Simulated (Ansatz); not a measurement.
BaTiO3:

```xyz
10
Lattice="3.9998 0.0000 0.0000 0.0000 3.9998 0.0000 0.0000 0.0000 8.0360" Properties=species:S:1:pos:R:3 pbc="T T T"
Ba    3.9971    0.0060    0.0165
Ba    0.0027    3.9938    4.0015
Ti    1.9573    1.9913    1.9280
Ti    2.0425    2.0085    5.9633
O     2.0111    2.0083    0.0866
O     1.9887    1.9915    4.0600
O     2.0226    0.0067    2.0741
O     1.9772    3.9931    6.0825
O     0.0311    1.9987    2.1106
O     3.9687    2.0011    6.0460
```

Program: Ansatz 0.2.0. Alike in all runs: potentials or basis Ansatz PAW; cell as given; k mesh 7 × 7 × 4; smearing fermi-dirac 0.05 eV. Hardware: 4 threads of Arm Neoverse V1 (shared host).

Task: Order these runs on this cell by their wall time, lowest first.
A. task band structure; level LDA; spin SOC, no magnetisation; cutoff (eV) 420; points for each segment of the path 10
B. task single point; level PBE; spin off; cutoff (eV) 600
C. task band structure; level r2SCAN+U; spin off; U Ti d U = 5 eV; cutoff (eV) 500; points for each segment of the path 10; hubbard projectors ortho-atomic (the default); double counting fll (the default)

Result: B (31 s), C (95 s), A (380 s).
